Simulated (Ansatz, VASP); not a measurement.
# Two plane-wave programs on Pd

```
Pd
1.0
     2.78367    0.00000    0.00000
    -1.39183    2.41072    0.00000
     0.00000    0.00000    4.62889
Pd
2
Direct
  0.66667 0.33333 0.75000
  0.33333 0.66667 0.25000
```

This isn't the form of Pd at room conditions, which is fcc.

Alike in both runs: task single point; functional BLYP; k mesh 10 × 10 × 6; no spin polarisation.

|  | VASP | Ansatz |
| --- | --- | --- |
| version | VASP 6.6.1 | Ansatz 0.2.0 |
| potentials or method | VASP PAW PBE potentials, release 64 (Pd) | plane waves, PAW |
| plane-wave cutoff (eV) | 520 | 476 |
| occupations | methfessel-paxton of order 1, width 0.05 eV | cold, width 0.05 eV |
| valence electrons in the cell | 20 | 36 |

```csv
,VASP,Ansatz,Ansatz less VASP
pressure (GPa),8.8,8.4,-0.37
largest component of the traceless stress (GPa),1.45,1.62,+0.174
```

The two sets of potentials don't hold the same shells in valence. Ansatz warned: «structure_snapped_to_symmetry».

Caveats: the PAW data sets were made with another functional, which shifts forces and pressure a little (VASP).
